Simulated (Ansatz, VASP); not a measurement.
# One calculation of AgCl, two programs

```
Ag Cl
1.0
     0.00000    2.88439    2.65870
     2.88439    0.00000    2.65870
     2.88439    2.88439    0.00000
Ag Cl
1 1
Direct
  0.00000 0.00000 0.00000
  0.50000 0.50000 0.50000
```

Change from the starting cell: epitaxial_xy strain +4.0%.

Alike in both runs: task single point; functional PBE; k mesh 8 × 8 × 8; occupations fermi-dirac, width 0.02 eV; no spin polarisation.

|  | VASP | Ansatz |
| --- | --- | --- |
| version | VASP 6.6.1 | Ansatz 0.2.0 |
| potentials or method | VASP PAW PBE potentials, release 64 (Ag, Cl) | plane waves, PAW |
| plane-wave cutoff (eV) | 520 | 420 |
| valence electrons in the cell | 18 | 26 |

```csv
,VASP,Ansatz,Ansatz less VASP
gap on the k mesh at the Fermi level (eV),0.75,0.75,+0.002
pressure (GPa),0.4,0.5,+0.13
largest component of the traceless stress (GPa),0.92,0.97,+0.050
```

The two sets of potentials don't hold the same shells in valence.

A k mesh can miss the band edges.
